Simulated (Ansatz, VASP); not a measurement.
# Zn in VASP and in Ansatz

INCAR

```
ALGO = Fast ; EDIFF = 1E-6
ENCUT = 520 ; GGA = CA
ISIF = 2 ; ISMEAR = 0
LASPH = True ; LCHARG = False
LREAL = False ; LWAVE = False
NBANDS = 19 ; NELM = 100
PREC = Accurate ; SIGMA = 0.15
```

KPOINTS

```
k-points
0
Gamma
  21 21 10
```

The input POSCAR:

```
Zn
1.0
    2.6647980532      0.0000000000      0.0000000000
   -1.3323990266      2.3077828100      0.0000000000
    0.0000000000      0.0000000000      4.7982990000
Zn
2
Direct
    0.3333333333      0.6666666667      0.2500000000
    0.6666666667      0.3333333333      0.7500000000
```

Input for Ansatz:

```yaml
crystal:
  lattice:
    - [2.6647980532, 0.0, 0.0]
    - [-1.3323990266, 2.30778281, 0.0]
    - [0.0, 0.0, 4.798299]
  atoms:
    - { symbol: Zn, position: [0.3333333333, 0.6666666667, 0.25] }
    - { symbol: Zn, position: [0.6666666667, 0.3333333333, 0.75] }
basis:
  ecutwfc: 420
kpoints:
  mp_grid: { grid: [21, 21, 10] }
hamiltonian:
  xc: lda
scf:
  occupations: { method: gaussian, width: 0.15 }
output:
  forces: true
  stress: true
  eigenvalues: true
```

Change from the starting cell: strain +0.000 along x and y, -0.030 along z, atoms carried along.

Alike in both runs: task single point; functional LDA; k mesh 21 × 21 × 10; occupations gaussian, width 0.15 eV; no spin polarisation.

|  | VASP | Ansatz |
| --- | --- | --- |
| version | VASP 6.6.1 | Ansatz 0.2.0 |
| potentials or method | VASP PAW LDA potentials, release 64 (Zn) | scalar-relativistic, plane waves, PAW |
| plane-wave cutoff (eV) | 520 | 420 |
| valence electrons in the cell | 24 | 24 |

Ansatz gave:

- gap on the k mesh at the Fermi level (eV): none
- pressure (GPa): -7.5
- largest component of the traceless stress (GPa): 1.99

Estimate VASP's values.

gap on the k mesh at the Fermi level (eV): none; pressure (GPa): -6.7; largest component of the traceless stress (GPa): 1.86.

A gap of «none» marks a metal or a gap that the smearing closes.
